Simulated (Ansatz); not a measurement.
# SnO2: the cost of one run

Method: DFT PBE, scalar-relativistic, plane waves, PAW, in Ansatz 0.2.0.

18 further runs of the same task are left out: 18 set aside as unsound or not needed.

## (1) Starting point

It takes space group R-3m (No. 166, trigonal). Conventional cell: a = 3.234 Å, b = 3.234 Å, c = 14.755 Å, α = 90.00°, β = 90.00°, γ = 120.00°. Sn (site symmetry -3m) has 6 O at 2.12 Å as nearest neighbours. Around O (site symmetry 3m) lie 3 Sn at 2.12 Å.

As a file:

```cif
data_structure
_symmetry_space_group_name_H-M 'P 1'
_symmetry_Int_Tables_number 1
_cell_length_a 5.2607
_cell_length_b 5.2607
_cell_length_c 5.2607
_cell_angle_alpha 35.797
_cell_angle_beta 35.797
_cell_angle_gamma 35.797
_cell_volume 44.53
loop_
_atom_site_label
_atom_site_type_symbol
_atom_site_fract_x
_atom_site_fract_y
_atom_site_fract_z
_atom_site_occupancy
Sn1 Sn 0.50000 0.50000 0.50000 1
O1 O 0.23488 0.23488 0.23488 1
O2 O 0.76512 0.76512 0.76512 1
```

It goes back to an entry of the Materials Project, which need not be the stable form.

It is the result of an earlier relaxation at this level (volume 14.84 Å³/atom; gap on the mesh: 2.02 eV).

## (2) What is varied

Atoms count from 1 in the order of the input.

The energy is mapped over a free internal coordinate and the cell.

First coordinate, shift of O2 along [0 0 1], its symmetry partners moved as symmetry demands (measured in the relaxed cell): 7 values from −0.255 Å. Second coordinate, volume per atom at fixed shape: 7 values from 13.657 to 16.032 Å³.

Nothing else is relaxed (all other coordinates fixed). Energies count from the relaxed crystal. Points are written as (first, second).

## (3) Point (0.085 Å, 13.657 Å³)

The input, input.yaml:

```yaml
crystal:
  lattice:
    - [1.5724397632, 0.9078485206, 4.7834132923]
    - [-1.5724397632, 0.9078485206, 4.7834132923]
    - [0.0, -1.8156970411, 4.7834132923]
  atoms:
    - { symbol: Sn, position: [0.5, 0.5, 0.5] }
    - { symbol: O, position: [0.2406435246, 0.2406435246, 0.2406435246] }
    - { symbol: O, position: [0.7593564754, 0.7593564754, 0.7593564754] }
basis:
  ecutwfc: 520.0
kpoints:
  mp_grid: { grid: [12, 12, 12] }
hamiltonian:
  xc: pbe
  pseudopotentials: { kind: paw, azcp: { folder: soft_1 } }
scf:
  occupations: { method: gaussian, width: 0.05 }
output:
  forces: true
  stress: true
  eigenvalues: true
  write_density: true
  write_potential: true
  elf: true
  volumetric_format: npy
```

Command:

```console
$ ansatz run input.yaml --threads 1 --pin off --max-ram 2048MiB --backend cpu --events-out ev --progress --plain --runs-dir out
```

Q: Estimate wall time and peak memory on 1 thread of Arm Neoverse N1, shared host.

About 25 s, with a peak of 0.4 GiB.
